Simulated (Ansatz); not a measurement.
# Si2S: the cost of one run

Program: Ansatz 0.2.0. Level of theory: DFT PBEsol, scalar-relativistic, plane waves, PAW. These are calculated values, not measurements.

1 further run of the same task is left out (set aside as unsound or not needed).

### 1 Starting point

It takes space group P6_3/mmc (No. 194, hexagonal). Conventional cell: a = 3.347 Å, b = 3.347 Å, c = 11.664 Å, α = 90.00°, β = 90.00°, γ = 120.00°. Around Hf (site symmetry 3m) lie 3 S at 2.60 Å. Around S (site symmetry -6m2) lie 6 Hf at 2.60 Å.

As a file:

```
CELL_PARAMETERS angstrom
3.34653 0.00000 0.00000
-1.67327 2.89818 0.00000
0.00000 0.00000 11.66424
ATOMIC_POSITIONS crystal
Hf 0.66667 0.33333 0.89862
Hf 0.33333 0.66667 0.39862
Hf 0.66667 0.33333 0.60138
Hf 0.33333 0.66667 0.10138
S 0.00000 0.00000 0.75000
S 0.00000 0.00000 0.25000
```

It goes back to an entry of the Materials Project, which need not be the stable form.

It is the result of an earlier relaxation at this level (volume 18.85 Å³/atom; gap on the mesh: none (metal)).

### 2 Hf → Si: the starting cell

The start of Si2S: fractional positions of relaxed Hf2S, cell scaled by 0.802, a guess from tabulated radii.

### 3 Probe: one point at the start (Si2S)

Input file input.yaml:

```yaml
crystal:
  lattice:
    - [2.6825943297, 0.0, 0.0]
    - [-1.3412971649, 2.3231948376, 0.0]
    - [0.0, 0.0, 9.350103949]
  atoms:
    - { symbol: Si, position: [0.6666666667, 0.3333333333, 0.8986176337] }
    - { symbol: Si, position: [0.3333333333, 0.6666666667, 0.3986176337] }
    - { symbol: Si, position: [0.6666666667, 0.3333333333, 0.6013823663] }
    - { symbol: Si, position: [0.3333333333, 0.6666666667, 0.1013823663] }
    - { symbol: S, position: [0.0, 0.0, 0.75] }
    - { symbol: S, position: [0.0, 0.0, 0.25] }
basis:
  ecutwfc: 420
kpoints:
  mp_grid: { grid: [6, 6, 2] }
hamiltonian:
  xc: pbesol
scf:
  occupations: { method: gaussian, width: 0.1 }
output:
  forces: true
  stress: true
  eigenvalues: true
```

Run with:

```
ansatz run input.yaml --threads 1 --pin off --max-ram 2560MiB --backend cpu --events-out ev --progress --plain --runs-dir out
```

**Question.** How long does this run take on 1 thread of Oxide Virtual Turin-like (Zen 5), shared host, and how much memory does it need?

About 1 s, with a peak of 0.35 GiB.
